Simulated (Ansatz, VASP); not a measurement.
This is a calculation of KI for Ansatz 0.2.0. 

The input input.yaml:

```yaml
crystal:
  lattice:
    - [0.0, 3.532775, 3.532775]
    - [3.532775, 0.0, 3.532775]
    - [3.532775, 3.532775, 0.0]
  atoms:
    - { symbol: I, position: [0.5, 0.5, 0.5] }
    - { symbol: K, position: [0.0, 0.0, 0.0] }
kpoints:
  mp_grid: { grid: [7, 7, 7] }
scf:
  occupations: { method: fermi_dirac, width: 0.05 }
hamiltonian:
  xc: rpbe
  dispersion: d4
  pseudopotentials: { kind: all_electron, lapw: { basis_error: 0.001 } }
output:
  forces: true
  stress: true
relax:
  f_tol: 0.005
  max_steps: 60
  cell: {}
```

Potentials or basis: all-electron LAPW, scalar-relativistic.

The run is started by

```console
$ ansatz run input.yaml --threads 1 --pin off --max-ram 3072MiB --backend cpu --events-out ev --progress --plain --runs-dir out
```

Task: What does the same run look like in VASP 6.6.1? Potentials or basis there: PBE PAW files I, K_sv, 600 eV.

Result: As run (cutoffs and basis follow the program's own potentials, and thresholds, step limits or extra output files can differ):

Contents of INCAR:

```
SYSTEM = KI
  ALGO = Fast
  EDIFF = 1E-6
  EDIFFG = -0.01
  ENCUT = 600
  GGA = RP
  IBRION = 2
  ISIF = 3
  ISMEAR = -1
  IVDW = 13
  LASPH = .True.
  LCHARG = .False.
  LREAL = .False.
  LWAVE = .False.
  NELM = 60
  NSW = 40
  PREC = Accurate
  SIGMA = 0.05
```

File KPOINTS:

```
k-points
0
Gamma
  7 7 7
  0 0 0
```

File POSCAR:

```
KI
1.0
    0.0000000000      3.5327750000      3.5327750000
    3.5327750000      0.0000000000      3.5327750000
    3.5327750000      3.5327750000      0.0000000000
I K
1 1
Direct
    0.5000000000      0.5000000000      0.5000000000
    0.0000000000      0.0000000000      0.0000000000
```

Potentials or basis: VASP PAW PBE potentials, release 64 (I, K_sv).

Command:

```sh
$ cat potpaw_PBE.64/I/POTCAR potpaw_PBE.64/K_sv/POTCAR > POTCAR
$ mpirun -np 1 vasp_std > vasp.out
```

Both were run:

|  | Ansatz | VASP |
| --- | --- | --- |
| Relaxed volume | 46.24 Å³/atom | 46.38 Å³/atom |
| Relaxed cell | a = 5.076 Å, b = 5.076 Å, c = 5.076 Å, α = 60.00°, β = 60.00°, γ = 60.00° | a = 5.081 Å, b = 5.081 Å, c = 5.081 Å, α = 60.00°, β = 60.00°, γ = 60.00° |
| Space group after relaxing | Fm-3m (No. 225) | Fm-3m (No. 225) |
| Pressure after relaxing | 0.0 GPa | 0.0 GPa |

VASP's potentials were made for PBE.

Where Ansatz's input types no cutoff or centring, it takes its own default and a Γ-centred mesh.

Pressure is positive in compression.
